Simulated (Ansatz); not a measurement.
# BaH2: the cost of one run

Code: Ansatz 0.2.0. Linear response, PAW datasets, plane waves. The values are computed, spin-unpolarised, and not measurements.

## (1) Starting point

The cell was relaxed beforehand with PBEsol.

Space group P6_3/mmc (No. 194), hexagonal; conventional cell a = 4.384 Å, c = 5.794 Å, 16.07 Å³ an atom. Around Ba lie 11 H at 2.53–2.92 Å; around H lie 5 Ba at 2.53–2.90 Å; around H lie 8 H at 2.90–2.92 Å and 6 Ba at 2.92 Å.

As a file:

```
CELL_PARAMETERS angstrom
4.38411 0.00000 0.00000
-2.19206 3.79675 0.00000
0.00000 0.00000 5.79427
ATOMIC_POSITIONS crystal
Ba 0.66667 0.33333 0.75000
Ba 0.33333 0.66667 0.25000
H 0.33333 0.66667 0.75000
H 0.66667 0.33333 0.25000
H 0.00000 0.00000 0.50000
H 0.00000 0.00000 0.00000
```

## (2) Zone-centre modes, PBEsol

Input file input.yaml:

```yaml
crystal:
  lattice:
    - [4.3841138847, 0.0, 0.0]
    - [-2.1920569424, 3.7967539973, 0.0]
    - [0.0, 0.0, 5.7942662396]
  atoms:
    - { symbol: Ba, position: [0.6666666667, 0.3333333333, 0.75] }
    - { symbol: Ba, position: [0.3333333333, 0.6666666667, 0.25] }
    - { symbol: H, position: [0.3333333333, 0.6666666667, 0.75] }
    - { symbol: H, position: [0.6666666667, 0.3333333333, 0.25] }
    - { symbol: H, position: [0.0, 0.0, 0.5] }
    - { symbol: H, position: [0.0, 0.0, 0.0] }
kpoints:
  mp_grid: { grid: [6, 6, 4] }
hamiltonian:
  xc: pbesol
scf:
  occupations: { method: fixed }
phonons:
  method: dfpt
  dielectric: true
  qpoints: [[0, 0, 0]]
  rigid_motions: translations
```

Started as:

```bash
ansatz run input.yaml --threads 4 --pin off --max-ram 7372MiB --backend cpu --events-out ev --progress --plain --runs-dir out
```

**Question.** How long does this run take on 4 threads of Intel Xeon at 2.50GHz (Skylake/Cascade Lake), shared host, and how much memory does it need?

About 1.7 min, with a peak of 0.74 GiB.
